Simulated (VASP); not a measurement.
A run of VASP 6.6.1 is set up as follows.

Contents of INCAR:

```
  ALGO = Fast
  EDIFF = 1E-6
  ENCUT = 520
  GGA = RP
  ISIF = 2
  ISMEAR = 0
  LASPH = T
  LCHARG = T
  LELF = T
  LREAL = F
  LVACPOTAV = T
  LVHAR = T
  LWAVE = F
  NELM = 60
  PREC = Accurate
  SIGMA = 0.1
```

KPOINTS

```
k-points
0
Gamma
  12 12 1
```

POSCAR

```
Cu
1.0
    2.5561910140      0.0000000000      0.0000000000
    0.0000000000      2.5561910140      0.0000000000
    0.0000000000      0.0000000000     28.4600000000
Cu
9
Direct
    0.0000000000      0.0000000000      0.2459592410
    0.5000000000      0.5000000000      0.3094694308
    0.0000000000      0.0000000000      0.3729796205
    0.5000000000      0.5000000000      0.4364898103
    0.0000000000      0.0000000000      0.5000000000
    0.5000000000      0.5000000000      0.5635101897
    0.0000000000      0.0000000000      0.6270203795
    0.5000000000      0.5000000000      0.6905305692
    0.0000000000      0.0000000000      0.7540407590
```

Potentials or basis: VASP PAW PBE potentials, release 64 (Cu).

Run with:

```console
$ cat potpaw_PBE.64/Cu/POTCAR > POTCAR
$ mpirun -np 1 vasp_std > vasp.out
```

Question: Estimate the band gap on the k mesh.

Answer: None (metal or under the smearing width).

Question: Predict the largest force.

Answer: 0.214 eV/Å.

Forces in eV/Å, atoms in the order of the input:
```
Cu   0.000  0.000 -0.091
Cu   0.000  0.000 -0.214
Cu   0.000  0.000 -0.003
Cu   0.000  0.000  0.013
Cu   0.000  0.000  0.000
Cu   0.000  0.000 -0.013
Cu   0.000  0.000  0.003
Cu   0.000  0.000  0.214
Cu   0.000  0.000  0.091
```

Caveat: the PAW data sets were made with another functional, which shifts forces and pressure a little.
